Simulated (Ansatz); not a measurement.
Tc:

```
Tc
1.0
     2.74000    0.00000    0.00000
    -1.37000    2.37291    0.00000
     0.00000    0.00000    4.39800
Tc
2
Direct
  0.66667 0.33333 0.75000
  0.33333 0.66667 0.25000
```

| Property | Result |
| --- | --- |
| Program | Ansatz 0.2.0 |
| Task | relaxation of cell and atoms |
| Functional | PBEsol |
| Potentials or basis | Ansatz PAW earlier set |
| Cutoff | 500 eV (not typed: the program's choice for these potentials) |
| k mesh | 11 × 11 × 6 |
| Occupations | fermi-dirac, width 0.05 eV |
| Spin | no spin polarisation |

At the start: volume 14.30 Å³/atom.

Q: Where does the relaxation end?

A: It ends after 4 steps and the volume is 14.00 Å³/atom (-2.1 %); space group P6_3/mmc (No. 194, to 0.05 Å).

The path:
```csv
step,energy change (eV),largest force (eV/Å),volume (Å³)
1,0.0000,0.0000,28.59
2,-0.0124,0.0000,28.03
3,-0.0125,0.0000,28.00
4,-0.0124,0.0000,28.00
```

Final structure:
```
CELL_PARAMETERS angstrom
2.72109 0.00000 0.00000
-1.36055 2.35654 0.00000
0.00000 0.00000 4.36673
ATOMIC_POSITIONS crystal
Tc 0.66667 0.33333 0.75000
Tc 0.33333 0.66667 0.25000
```

Caveat: the plane-wave basis is chosen anew once the cell has moved, so the energies of steps on either side of that aren't comparable; the PAW data sets come from PBE, with cores solved anew for the run's functional, which leaves a small shift of forces and pressure.
